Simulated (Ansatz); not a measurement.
Rock-salt NaBr, treated with RPBE in Ansatz (PAW).

Run with plane-wave cutoff 520 eV, 10×10×10 k mesh, Fermi–Dirac smearing 0.01 eV, scalar-relativistic PAW data made under PBE.

On both sides of the equilibrium volume: at 29.118 Å³/atom the pressure is 0.34 GPa and the direct gap at Γ 4.207 eV; at 30.307 Å³/atom they are -0.30 GPa and 4.106 eV. The fitted bulk modulus is 16.0 GPa.

Work out the volume deformation potential of this gap and its pressure coefficient, in two ways.

a_V = dE_g/d ln V = (4.106 − 4.207)/ln(30.307/29.118) = -2.52 eV. Since dP = −B d ln V, dE_g/dP = −a_V/B = 158 meV/GPa. Straight from the pressures: (4.207 − 4.106)/(0.34 − (-0.30)) = 158 meV/GPa. At this level and over this range the gap at Γ widens under pressure.

Spin–orbit coupling is not included.

Note: the cell is over a tenth larger than the published one: the level's own overestimate first of all, though another phase or state, or a fault of the published cell, is possible.

Ansatz is a program for electronic structure.
